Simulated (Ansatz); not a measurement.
**TaN: what relativity and spin–orbit coupling change**

```
Ta N
1.0
     2.93800    0.00000    0.00000
    -1.46900    2.54438    0.00000
     0.00000    0.00000    2.88300
Ta N
1 1
Direct
  0.33333 0.66667 0.50000
  0.00000 0.00000 0.00000
```

Atoms are numbered in the order listed.

Conventional cell: a = 2.938 Å, b = 2.938 Å, c = 2.883 Å, α = 90.00°, β = 90.00°, γ = 120.00°. Ta (atom 1) is surrounded by 6 N at 2.23 Å. Around N (atom 2) lie 6 Ta at 2.23 Å.

The cell is COD entry 1538016, as deposited and not checked against the literature; nothing was relaxed.

One fixed cell is solved with PBE by LAPW (all electrons) in Ansatz 0.2.0 under different relativistic treatments. Pressure is positive in compression.

Sampling and basis: a Γ-centred 12×12×10 k mesh, Fermi–Dirac smearing of 0.02 eV, basis error target 0.25 meV/atom, no spin polarisation.

```csv
setting,P (GPa),"lowest level at Γ above −25 eV, from the valence-band top or, without a gap, the Fermi level (eV)"
scalar-relativistic,4.84,-20.31
non-relativistic,20.48,-16.69
with spin–orbit coupling,4.50,-21.32
```
